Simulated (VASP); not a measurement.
# KCl (Sylvite) (Fm-3m) in VASP: a series of runs

The runs below take KCl (Sylvite) through relaxation of cell and atoms, with LDA.

All numbers are computed with VASP 6.6.1; they aren't measurements. Logs are shortened: lines on timing, memory, paths and dates and some standing lists are left out, and cuts for length are marked.

## 1. The crystal as given

Symmetry: Fm-3m, No. 225, cubic system. The conventional cell has a = 6.293 Å, b = 6.293 Å, c = 6.293 Å, α = 90.00°, β = 90.00°, γ = 90.00°. Around K (site symmetry m-3m) lie 6 Cl at 3.15 Å. Cl (site symmetry m-3m) is surrounded by 6 K at 3.15 Å.

## 2. Relaxation of cell and atoms, LDA

Contents of INCAR:

```
SYSTEM = KCl
PREC = Accurate
ENCUT = 600
EDIFF = 1E-6
ISMEAR = 0
SIGMA = 0.03
LREAL = .FALSE.
LASPH = .TRUE.
NELM = 80
ALGO = Normal
ISIF = 3
LWAVE = .FALSE.
LCHARG = .FALSE.
GGA = CA
IBRION = 2
NSW = 90
EDIFFG = -0.01
```

Contents of KPOINTS:

```
regular mesh
0
G
  8 8 8
  0 0 0
```

Contents of POSCAR:

```
KCl
1.0
    0.0000000000      3.1464700000      3.1464700000
    3.1464700000      0.0000000000      3.1464700000
    3.1464700000      3.1464700000      0.0000000000
K Cl
1 1
Direct
    0.0000000000      0.0000000000      0.0000000000
    0.5000000000      0.5000000000      0.5000000000
```

Potentials or basis: VASP PAW LDA potentials, release 64 (K_sv, Cl).

Started as:

```console
cat potpaw_LDA.64/K_sv/POTCAR potpaw_LDA.64/Cl/POTCAR > POTCAR
mpirun -np 1 vasp_std > vasp.out
```

OUTCAR:

```text
SYSTEM = KCl
   PREC = Accurate
   ENCUT = 600
   EDIFF = 1E-6
   ISMEAR = 0
   LREAL = .FALSE.
   LASPH = .TRUE.
   NELM = 80
   ISIF = 3
   GGA = CA
   IBRION = 2
   NSW = 90
   EDIFFG = -0.01

 ion  position               nearest neighbor table
   1  0.000  0.000  0.000-   2 3.15   2 3.15   2 3.15   2 3.15   2 3.15   2 3.15
   2  0.500  0.500  0.500-   1 3.15   1 3.15   1 3.15   1 3.15   1 3.15   1 3.15

  LATTYP: Found a face centered cubic cell.
 ALAT       =     6.2929400000

  Lattice vectors:

 A1 = (   0.0000000000,   3.1464700000,   3.1464700000)
 A2 = (   3.1464700000,   0.0000000000,   3.1464700000)
 A3 = (   3.1464700000,   3.1464700000,   0.0000000000)

Analysis of symmetry for initial positions (statically):
=====================================================================
 Subroutine PRICEL returns:
 Original cell was already a primitive cell.

 Routine SETGRP: Setting up the symmetry group for a
 face centered cubic supercell.

 Subroutine GETGRP returns: Found 48 space group operations
 (whereof 48 operations were pure point group operations)
 out of a pool of 48 trial point group operations.

The static configuration has the point symmetry O_h .

Analysis of symmetry for dynamics (positions and initial velocities):
=====================================================================
 Subroutine PRICEL returns:
 Original cell was already a primitive cell.

 Routine SETGRP: Setting up the symmetry group for a
 face centered cubic supercell.

 Subroutine GETGRP returns: Found 48 space group operations
 (whereof 48 operations were pure point group operations)
 out of a pool of 48 trial point group operations.

The dynamic configuration has the point symmetry O_h .

 Subroutine INISYM returns: Found 48 space group operations
 (whereof 48 operations are pure point group operations),
 and found     1 'primitive' translations

----------------------------------------------------------------------------------------

                                     Primitive cell

  volume of cell :      62.3018

  direct lattice vectors                    reciprocal lattice vectors
     0.000000000  3.146470000  3.146470000    -0.158908237  0.158908237  0.158908237
     3.146470000  0.000000000  3.146470000     0.158908237 -0.158908237  0.158908237
     3.146470000  3.146470000  0.000000000     0.158908237  0.158908237 -0.158908237

  length of vectors
     4.449780548  4.449780548  4.449780548     0.275237140  0.275237140  0.275237140

  position of ions in fractional coordinates (direct lattice)
     0.000000000  0.000000000  0.000000000
     0.500000000  0.500000000  0.500000000

  ion indices of the primitive-cell ions
   primitive index   ion index
                 1           1
                 2           2

----------------------------------------------------------------------------------------

 KPOINTS: regular mesh

Automatic generation of k-mesh.
 Grid dimensions read from file:
 generate k-points for:    8    8    8

 Generating k-lattice:

  Cartesian coordinates                     Fractional coordinates (reciprocal lattice)
    -0.019863530  0.019863530  0.019863530     0.125000000  0.000000000  0.000000000
     0.019863530 -0.019863530  0.019863530     0.000000000  0.125000000  0.000000000
     0.019863530  0.019863530 -0.019863530     0.000000000  0.000000000  0.125000000

  Length of vectors
     0.034404642  0.034404642  0.034404642

  Shift w.r.t. Gamma in fractional coordinates (k-lattice)
     0.000000000  0.000000000  0.000000000

 Subroutine IBZKPT returns following result:
 ===========================================

 Found     29 irreducible k-points:

 Following reciprocal coordinates:
            Coordinates               Weight
  0.000000  0.000000  0.000000      1.000000
  0.125000  0.000000  0.000000      8.000000
  0.250000  0.000000  0.000000      8.000000
  0.375000  0.000000  0.000000      8.000000
  0.500000  0.000000  0.000000      4.000000
  0.125000  0.125000  0.000000      6.000000
[... 16 lines left out ...]
  0.500000  0.250000  0.125000     48.000000
 -0.375000  0.250000  0.125000     24.000000
 [... further k-points ...]
   k-points           NKPTS =     29   k-points in BZ     NKDIM =     29   number of bands    NBANDS=     12
   number of dos      NEDOS =    301   number of ions     NIONS =      2
   total plane-waves  NPLWV =  46656
   dimension x,y,z NGX =    36 NGY =   36 NGZ =   36
   dimension x,y,z NGXF=    72 NGYF=   72 NGZF=   72
   ions per type =               1   1
   NGX,Y,Z   is equivalent  to a cutoff of  13.45, 13.45, 13.45 a.u.
   NGXF,Y,Z  is equivalent  to a cutoff of  26.90, 26.90, 26.90 a.u.
 SYSTEM =  KCl
   PREC   = accura    normal or accurate (medium, high low for compatibility)
   ISTART =      0    job   : 0-new  1-cont  2-samecut
   ICHARG =      2    charge: 1-file 2-atom 10-const
   ISPIN  =      1    spin polarized calculation?
   LNONCOLLINEAR =      F non collinear calculations
   LSORBIT =      F    spin-orbit coupling
   LASPH  =      T    aspherical Exc in radial PAW
   ENCUT  =  600.0 eV  44.10 Ry    6.64 a.u.   8.89  8.89  8.89*2*pi/ulx,y,z
   NELM   =     80;   NELMIN=  2; NELMDL= -5     # of ELM steps
   EDIFF  = 0.1E-05   stopping-criterion for ELM
   LREAL  =      F    real-space projection
   EDIFFG = -.1E-01   stopping-criterion for IOM
   NSW    =     90    number of steps for IOM
   IBRION =      2    ionic relax: 0-MD 1-quasi-New 2-CG
   NFREE  =      1    steps in history (QN), initial steepest desc. (CG)
   ISIF   =      3    stress and relaxation
   ISYM   =      2    0-nonsym 1-usesym 2-fastsym
   POTIM  = 0.5000    time-step for ionic-motion
   TEBEG  =    0.0;   TEEND  =   0.0 temperature during run
   PSTRESS=    0.0 pullay stress
   NELECT =      16.0000    total number of electrons
   NUPDOWN=      -1.0000    fix difference up-down
   EMIN   =  10.00;   EMAX   =-10.00  energy-range for DOS
   EFERMI =   0.00;   METHOD = LEGACY
   ISMEAR =     0;   SIGMA  =   0.03  broadening in eV -4-tet -1-fermi 0-gaus
   EFERMI_NEDOS =   21; number of points for ismear=-14 and -15
   IALGO  =     38    algorithm
   IMIX   =      4    mixing-type and parameters
     AMIX     =   0.40;   BMIX     =  1.00
     AMIX_MAG =   1.60;   BMIX_MAG =  1.00
  volume/ion in A,a.u.               =      31.15       210.22
  Fermi-wavevector in a.u.,A,eV,Ry     =   1.040594  1.966437 14.732871  1.082835
  Thomas-Fermi vector in A             =   2.175177
   LORBIT       =      0    0 simple, 1 ext, 2 COOP (PROOUT), +10 PAW based schemes
   GGA     = CA    functional components
   LHFCALC =     F    Hartree Fock is set to
   AEXX    =    0.0000 exact exchange contribution
   IVDW    =     0    specifies the selected vdW correction
   LEPSILON=     F    determine dielectric tensor
   LRPA    =     F    only Hartree local field effects (RPA)
 conjugate gradient relaxation of ions
 non-spin polarized calculation
 Gauss-broadening in eV      SIGMA  =   0.03
  energy-cutoff  :      600.00
  volume of cell :       62.30
 maximum number of plane-waves:      2120
   NGX = 17   NGY = 17   NGZ = 17

--------------------------------------- Ionic step        1  -------------------------------------------

 number of electron      15.9999999 magnetization

 Free energy of the ion-electron system (eV)
  ---------------------------------------------------
  ext. energy  EPLUGINS =         0.00000000
  ---------------------------------------------------
  free energy    TOTEN  =        -7.37004339 eV

  energy without entropy =       -7.37004339  energy(sigma->0) =       -7.37004339

------------------------ aborting loop because EDIFF is reached ----------------------------------------

  FORCE on cell =-STRESS in cart. coord.  units (eV):
  Direction    XX          YY          ZZ          XY          YZ          ZX
  --------------------------------------------------------------------------------------
  -------------------------------------------------------------------------------------
  Total       -0.7347513     -0.7347513     -0.7347513      0.0000000      0.0000000      0.0000000
  in kB      -18.8951412    -18.8951412    -18.8951412      0.0000000      0.0000000      0.0000000
  external PRESSURE =     -18.8951412 kB  Pullay stress =       0.0000000 kB
[... 93 lines left out ...]
  energy  without entropy=       -7.4083011527  energy(sigma->0) =       -7.40830115

--------------------------------------- Ionic step        4  -------------------------------------------

 number of electron      16.0000000 magnetization

 Free energy of the ion-electron system (eV)
  ---------------------------------------------------
  ext. energy  EPLUGINS =         0.00000000
  ---------------------------------------------------
  free energy    TOTEN  =        -7.40833707 eV

  energy without entropy =       -7.40833707  energy(sigma->0) =       -7.40833707

 E-fermi :  -1.4930     XC(G=0):  -8.5298

 val. band max:       -1.6476137820   @ k =   0.0000   0.0000   0.0000
 cond. band min:       3.4487418026   @ k =   0.0000   0.0000   0.0000
 fundamental gap:      5.0963555846
 Fermi energy:        -1.4929939654

 k-point     1 :       0.0000    0.0000    0.0000
  band No.  band energies     occupation
      1     -28.2614      2.00000
      2     -13.7996      2.00000
      3     -11.9619      2.00000
      4     -11.9619      2.00000
      5     -11.9619      2.00000
      6      -1.6476      2.00000
      7      -1.6476      2.00000
      8      -1.6476      2.00000
      9       3.4487      0.00000
     10       6.4624      0.00000
     11       6.4624      0.00000
     12       6.4624      0.00000
[... 331 lines left out ...]
 k-point    24 :      -0.3750    0.2500    0.1250
  band No.  band energies     occupation
      1     -28.2385      2.00000
      2     -13.9309      2.00000
      3     -12.0495      2.00000
      4     -12.0142      2.00000
      5     -11.7648      2.00000
      6      -2.6951      2.00000
      7      -2.1486      2.00000
      8      -2.0786      2.00000
      9       6.0487      0.00000
     10       6.5896      0.00000
     11       8.5725      0.00000
     12       8.6217      0.00000

 [... further k-points ...]

------------------------ aborting loop because EDIFF is reached ----------------------------------------

  FORCE on cell =-STRESS in cart. coord.  units (eV):
  Direction    XX          YY          ZZ          XY          YZ          ZX
  --------------------------------------------------------------------------------------
  -------------------------------------------------------------------------------------
  Total        0.0037239      0.0037239      0.0037239      0.0000000      0.0000000     -0.0000000
  in kB        0.1058130      0.1058130      0.1058130      0.0000000      0.0000000     -0.0000000
  external PRESSURE =       0.1058130 kB  Pullay stress =       0.0000000 kB
[... 17 lines left out ...]
  FREE ENERGIE OF THE ION-ELECTRON SYSTEM (eV)
  ---------------------------------------------------
  free  energy   TOTEN  =        -7.4083370676 eV

  energy  without entropy=       -7.4083370676  energy(sigma->0) =       -7.40833707

 reached required accuracy - stopping structural energy minimisation
```

It took 33 s on 1 thread of Intel Xeon Platinum 8488C (Sapphire Rapids), shared host; peak memory 0.19 GiB.

Results:

```yaml
Free_energy: -7.4083 eV
Relaxed_volume: 28.19 Å³/atom
Relaxed_cell: a = 4.304 Å, b = 4.304 Å, c = 4.304 Å, α = 60.00°, β = 60.00°, γ = 60.00°
Space_group_after_relaxing_to_0.05_Å: Fm-3m (No. 225)
Energy_gained_by_relaxing: 19.1 meV/atom
Ionic_steps: 4
Pressure_after_relaxing: 0.0 GPa
Band_gap_on_the_k_mesh: 5.10 eV, direct
```

Step by step:
```
step  energy change (eV)  largest force (eV/Å)  pressure (GPa)  volume (Å³)
   1              0.0000                0.0000           -1.89        62.30
   2             -0.0297                0.0000           -0.99        59.05
   3             -0.0383                0.0000           -0.07        56.57
   4             -0.0383                0.0000            0.01        56.39
```

Final structure:
```xyz
2
Lattice="0.0000 3.0435 3.0435 3.0435 0.0000 3.0435 3.0435 3.0435 0.0000" Properties=species:S:1:pos:R:3 pbc="T T T"
K     3.0435    0.0000    3.0435
Cl    3.0435    3.0435    3.0435
```

## 3. Relaxation of cell and atoms, LDA

This run uses another cell than the first one, of 28.19 Å³/atom, 0.905 times its volume.

INCAR, as its differences from that of step 2:

```diff
@@ -3,3 +3,3 @@
 ENCUT = 600
-EDIFF = 1E-6
+EDIFF = 1E-7
 ISMEAR = 0
@@ -16,2 +16,2 @@
 NSW = 90
-EDIFFG = -0.01
+EDIFFG = -0.005
```

KPOINTS is that of step 2.

Contents of POSCAR:

```
KCl                                     
1.0
    0.0000000000      3.0435491208      3.0435491208
    3.0435491208      0.0000000000      3.0435491208
    3.0435491208      3.0435491208      0.0000000000
  K               Cl            
     1     1
Direct
     0.0000000000000000    1.0000000000000000    0.0000000000000000
     0.5000000000000000    0.5000000000000000    0.5000000000000000
```

Potentials or basis: VASP PAW LDA potentials, release 64 (K_sv, Cl).

Started as:

```console
cat potpaw_LDA.64/K_sv/POTCAR potpaw_LDA.64/Cl/POTCAR > POTCAR
mpirun -np 1 vasp_std > vasp.out
```

Run time: 12 s. Hardware: 1 thread of Intel Xeon Platinum 8488C (Sapphire Rapids), shared host; peak memory 0.17 GiB.

The run converged. Its results:

```
Free energy             : -7.4082 eV
Pressure after relaxing : 0.0 GPa
Band gap on the k mesh  : 5.10 eV, direct
```

Final structure:
```yaml
crystal:
  lattice:
    - [0.00000, 3.04355, 3.04355]
    - [3.04355, 0.00000, 3.04355]
    - [3.04355, 3.04355, 0.00000]
  atoms:
    - { symbol: K, position: [0.00000, 0.00000, 0.00000] }
    - { symbol: Cl, position: [0.50000, 0.50000, 0.50000] }
```

Levels at points of the mesh, in eV from the valence-band top:
```
           k point  band 5  band 6  band 7  band 8  band 9  band 10  band 11  band 12
(0.00, 0.00, 0.00)  -10.31    0.00    0.00    0.00    5.10     8.11     8.11     8.11
(0.50, 0.00, 0.00)   -9.99   -1.33   -0.44   -0.44    7.47     8.64    10.59    10.59
(0.50, 0.50, 0.00)  -10.40   -0.76   -0.25   -0.25    6.05     8.44    10.23    10.24
```

Caveat: the relaxation stopped at its first step, so nothing moved. A k mesh can miss the band edges.
